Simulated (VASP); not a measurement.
# Ti (Im-3m) in VASP: further runs

Runs on Ti. Level: PBEsol. Tasks: single point.

Program: VASP 6.6.1. These are calculated values, not measurements. Logs are shortened: lines on timing, memory, paths and dates and some standing lists are left out, and cuts for length are marked.

**1. Starting point**

Symmetry: Im-3m, No. 229, cubic system. The conventional cell has a = 3.214 Å, b = 3.214 Å, c = 3.214 Å, α = 90.00°, β = 90.00°, γ = 90.00°. Ti (site symmetry m-3m) is surrounded by 8 Ti at 2.78 Å.

This isn't the form of Ti at room conditions, which is hcp.

**2. Single point, PBEsol**

The input, INCAR:

```
SYSTEM = Ti
  ALGO = Fast
  EDIFF = 1E-6
  ENCUT = 520
  GGA = PS
  ISIF = 2
  ISMEAR = -1
  LASPH = .TRUE.
  LCHARG = .FALSE.
  LREAL = .FALSE.
  LWAVE = .FALSE.
  NBANDS = 12
  NELM = 80
  PREC = Accurate
  SIGMA = 0.1
```

The input, KPOINTS:

```
k-points
0
G
  23 23 23
  0 0 0
```

The input, POSCAR:

```
Ti
1.0
   -1.6070179957      1.6070179957      1.6070179957
    1.6070179957     -1.6070179957      1.6070179957
    1.6070179957      1.6070179957     -1.6070179957
Ti
1
Direct
    0.0000000000      0.0000000000      0.0000000000
```

Potentials or basis: VASP PAW PBE potentials, release 64 (Ti_sv).

Started as:

```sh
$ cat potpaw_PBE.64/Ti_sv/POTCAR > POTCAR
$ mpirun -np 1 vasp_std > vasp.out
```

OUTCAR:

```text
SYSTEM = Ti
   EDIFF = 1E-6
   ENCUT = 520
   GGA = PS
   ISIF = 2
   ISMEAR = -1
   LASPH = .TRUE.
   LREAL = .FALSE.
   NELM = 80
   PREC = Accurate

 ion  position               nearest neighbor table
   1  0.000  0.000  0.000-

  LATTYP: Found a body centered cubic cell.
 ALAT       =     3.2140359914

  Lattice vectors:

 A1 = (  -1.6070179957,   1.6070179957,   1.6070179957)
 A2 = (   1.6070179957,  -1.6070179957,   1.6070179957)
 A3 = (   1.6070179957,   1.6070179957,  -1.6070179957)

Analysis of symmetry for initial positions (statically):
=====================================================================
 Subroutine PRICEL returns:
 Original cell was already a primitive cell.

 Routine SETGRP: Setting up the symmetry group for a
 body centered cubic supercell.

 Subroutine GETGRP returns: Found 48 space group operations
 (whereof 48 operations were pure point group operations)
 out of a pool of 48 trial point group operations.

The static configuration has the point symmetry O_h .

Analysis of symmetry for dynamics (positions and initial velocities):
=====================================================================
 Subroutine PRICEL returns:
 Original cell was already a primitive cell.

 Routine SETGRP: Setting up the symmetry group for a
 body centered cubic supercell.

 Subroutine GETGRP returns: Found 48 space group operations
 (whereof 48 operations were pure point group operations)
 out of a pool of 48 trial point group operations.

The dynamic configuration has the point symmetry O_h .

 Subroutine INISYM returns: Found 48 space group operations
 (whereof 48 operations are pure point group operations),
 and found     1 'primitive' translations

----------------------------------------------------------------------------------------

                                     Primitive cell

  volume of cell :      16.6005

  direct lattice vectors                    reciprocal lattice vectors
    -1.607017996  1.607017996  1.607017996     0.000000000  0.311135284  0.311135284
     1.607017996 -1.607017996  1.607017996     0.311135284  0.000000000  0.311135284
     1.607017996  1.607017996 -1.607017996     0.311135284  0.311135284  0.000000000

  length of vectors
     2.783436817  2.783436817  2.783436817     0.440011738  0.440011738  0.440011738

  position of ions in fractional coordinates (direct lattice)
     0.000000000  0.000000000  0.000000000

  ion indices of the primitive-cell ions
   primitive index   ion index
                 1           1

----------------------------------------------------------------------------------------

 KPOINTS: k-points

Automatic generation of k-mesh.
 Grid dimensions read from file:
 generate k-points for:   23   23   23

 Generating k-lattice:

  Cartesian coordinates                     Fractional coordinates (reciprocal lattice)
     0.000000000  0.013527621  0.013527621     0.043478261  0.000000000  0.000000000
     0.013527621  0.000000000  0.013527621     0.000000000  0.043478261  0.000000000
     0.013527621  0.013527621  0.000000000     0.000000000  0.000000000  0.043478261

  Length of vectors
     0.019130945  0.019130945  0.019130945

  Shift w.r.t. Gamma in fractional coordinates (k-lattice)
     0.000000000  0.000000000  0.000000000

 Subroutine IBZKPT returns following result:
 ===========================================

 Found    364 irreducible k-points:

 Following reciprocal coordinates:
            Coordinates               Weight
  0.000000  0.000000  0.000000      1.000000
  0.043478  0.000000  0.000000     12.000000
  0.086957  0.000000  0.000000     12.000000
  0.130435  0.000000  0.000000     12.000000
  0.173913  0.000000  0.000000     12.000000
  0.217391  0.000000  0.000000     12.000000
[... 16 lines left out ...]
  0.478261  0.043478  0.000000     24.000000
  0.086957  0.086957  0.000000     24.000000
 [... further k-points ...]
   k-points           NKPTS =    364   k-points in BZ     NKDIM =    364   number of bands    NBANDS=     12
   number of dos      NEDOS =    301   number of ions     NIONS =      1
   total plane-waves  NPLWV =  13824
   dimension x,y,z NGX =    24 NGY =   24 NGZ =   24
   dimension x,y,z NGXF=    48 NGYF=   48 NGZF=   48
   ions per type =               1
   NGX,Y,Z   is equivalent  to a cutoff of  14.33, 14.33, 14.33 a.u.
   NGXF,Y,Z  is equivalent  to a cutoff of  28.67, 28.67, 28.67 a.u.
 SYSTEM =  Ti
   PREC   = accura    normal or accurate (medium, high low for compatibility)
   ISTART =      0    job   : 0-new  1-cont  2-samecut
   ICHARG =      2    charge: 1-file 2-atom 10-const
   ISPIN  =      1    spin polarized calculation?
   LNONCOLLINEAR =      F non collinear calculations
   LSORBIT =      F    spin-orbit coupling
   LASPH  =      T    aspherical Exc in radial PAW
   ENCUT  =  520.0 eV  38.22 Ry    6.18 a.u.   5.18  5.18  5.18*2*pi/ulx,y,z
   NELM   =     80;   NELMIN=  2; NELMDL= -5     # of ELM steps
   EDIFF  = 0.1E-05   stopping-criterion for ELM
   LREAL  =      F    real-space projection
   EDIFFG = 0.1E-04   stopping-criterion for IOM
   NSW    =      0    number of steps for IOM
   IBRION =     -1    ionic relax: 0-MD 1-quasi-New 2-CG
   NFREE  =      0    steps in history (QN), initial steepest desc. (CG)
   ISIF   =      2    stress and relaxation
   ISYM   =      2    0-nonsym 1-usesym 2-fastsym
   POTIM  = 0.5000    time-step for ionic-motion
   TEBEG  =    0.0;   TEEND  =   0.0 temperature during run
   PSTRESS=    0.0 pullay stress
   NELECT =      12.0000    total number of electrons
   NUPDOWN=      -1.0000    fix difference up-down
   EMIN   =  10.00;   EMAX   =-10.00  energy-range for DOS
   EFERMI =   0.00;   METHOD = LEGACY
   ISMEAR =    -1;   SIGMA  =   0.10  broadening in eV -4-tet -1-fermi 0-gaus
   EFERMI_NEDOS =   21; number of points for ismear=-14 and -15
   IALGO  =     68    algorithm
   IMIX   =      4    mixing-type and parameters
     AMIX     =   0.40;   BMIX     =  1.00
     AMIX_MAG =   1.60;   BMIX_MAG =  1.00
  volume/ion in A,a.u.               =      16.60       112.03
  Fermi-wavevector in a.u.,A,eV,Ry     =   1.469246  2.776472 29.370675  2.158684
  Thomas-Fermi vector in A             =   2.584646
   LORBIT       =      0    0 simple, 1 ext, 2 COOP (PROOUT), +10 PAW based schemes
   GGA     = PS    functional components
   LHFCALC =     F    Hartree Fock is set to
   AEXX    =    0.0000 exact exchange contribution
   IVDW    =     0    specifies the selected vdW correction
   LEPSILON=     F    determine dielectric tensor
   LRPA    =     F    only Hartree local field effects (RPA)
 non-spin polarized calculation
 RMM-DIIS sequential band-by-band and
  energy-cutoff  :      520.00
  volume of cell :       16.60
 maximum number of plane-waves:       466
 NGX is ok and might be reduce to    24
   NGX = 11   NGY = 11   NGZ = 11

 number of electron      12.0000000 magnetization

 Free energy of the ion-electron system (eV)
  ---------------------------------------------------
  ext. energy  EPLUGINS =         0.00000000
  ---------------------------------------------------
  free energy    TOTEN  =        -8.27137023 eV

  energy without entropy =       -8.19901565  energy(sigma->0) =       -8.23519294

 E-fermi :   8.4315     XC(G=0): -11.8491

 val. band max:        8.4305493864   @ k =   0.3043   0.1304   0.1304
 cond. band min:       8.4455610419   @ k =  -0.3913  -0.4348   0.1304
 fundamental gap:      0.0150116556
 Fermi energy:         8.4314587656

 k-point     1 :       0.0000    0.0000    0.0000
  band No.  band energies     occupation
      1     -47.7745      2.00000
      2     -23.6678      2.00000
      3     -23.6678      2.00000
      4     -23.6678      2.00000
      5       2.3847      2.00000
      6       9.4574      0.00007
      7       9.4574      0.00007
      8       9.4574      0.00007
      9      11.3315      0.00000
     10      11.3315      0.00000
     11      26.1752      0.00000
     12      26.1752      0.00000

 k-point     2 :       0.0435    0.0000    0.0000
  band No.  band energies     occupation
      1     -47.7716      2.00000
      2     -23.6831      2.00000
      3     -23.6724      2.00000
      4     -23.6679      2.00000
      5       2.4528      2.00000
      6       9.4253      0.00010
      7       9.4494      0.00008
      8       9.5078      0.00004
      9      11.2922      0.00000
     10      11.3332      0.00000
     11      26.0941      0.00000
     12      26.2425      0.00000

 k-point     3 :       0.0870    0.0000    0.0000
  band No.  band energies     occupation
      1     -47.7630      2.00000
      2     -23.7278      2.00000
      3     -23.6860      2.00000
      4     -23.6682      2.00000
      5       2.6537      2.00000
      6       9.3325      0.00024
      7       9.4178      0.00010
      8       9.6573      0.00001
      9      11.1918      0.00000
     10      11.3393      0.00000
     11      25.8239      0.00000
     12      26.1484      0.00000
[... 286 lines left out ...]
 k-point    23 :       0.4783    0.0435    0.0000
  band No.  band energies     occupation
      1     -47.6128      2.00000
      2     -24.4520      2.00000
      3     -23.9180      2.00000
      4     -23.6799      2.00000
      5       5.9037      2.00000
      6       7.9871      1.97676
      7       9.6259      0.00001
      8      11.3136      0.00000
      9      11.7546      0.00000
     10      13.0524      0.00000
     11      17.7116      0.00000
     12      22.1340      0.00000

 k-point    24 :       0.0870    0.0870    0.0000
  band No.  band energies     occupation
      1     -47.7415      2.00000
      2     -23.8379      2.00000
      3     -23.7063      2.00000
      4     -23.6826      2.00000
      5       3.1677      2.00000
      6       9.1591      0.00138
      7       9.2222      0.00074
      8      10.0712      0.00000
      9      10.9864      0.00000
     10      11.3959      0.00000
     11      25.1285      0.00000
     12      25.8275      0.00000

 [... further k-points ...]

------------------------ aborting loop because EDIFF is reached ----------------------------------------

  FORCE on cell =-STRESS in cart. coord.  units (eV):
  Direction    XX          YY          ZZ          XY          YZ          ZX
  --------------------------------------------------------------------------------------
  -------------------------------------------------------------------------------------
  Total       -0.0368734     -0.0368734     -0.0368734      0.0000000      0.0000000     -0.0000000
  in kB       -3.5587832     -3.5587832     -3.5587832      0.0000000      0.0000000     -0.0000000
  external PRESSURE =      -3.5587832 kB  Pullay stress =       0.0000000 kB

 VOLUME and BASIS-vectors are now :
 -----------------------------------------------------------------------------
  energy-cutoff  :      520.00
  volume of cell :       16.60
      direct lattice vectors                 reciprocal lattice vectors
    -1.607017996  1.607017996  1.607017996     0.000000000  0.311135284  0.311135284
     1.607017996 -1.607017996  1.607017996     0.311135284  0.000000000  0.311135284
     1.607017996  1.607017996 -1.607017996     0.311135284  0.311135284  0.000000000

 POSITION                                       TOTAL-FORCE (eV/Angst)
 -----------------------------------------------------------------------------------
      0.00000      0.00000      0.00000        -0.000000     -0.000000     -0.000000
 -----------------------------------------------------------------------------------
    total drift:                               -0.000000      0.000000      0.000000

  FREE ENERGIE OF THE ION-ELECTRON SYSTEM (eV)
  ---------------------------------------------------
  free  energy   TOTEN  =        -8.2713702293 eV

  energy  without entropy=       -8.1990156484  energy(sigma->0) =       -8.23519294
```

It took 71 s on 1 thread of AMD EPYC 9R45 (Zen 5), shared host; peak memory 0.16 GiB.

Results:

```yaml
Free_energy: -8.2714 eV
Pressure: -0.4 GPa
Band_gap_on_the_k_mesh: none (metal or under the smearing width)
```

Caveat: the PAW data sets were made with another functional, which shifts forces and pressure a little.

[end of part 1 of 2]
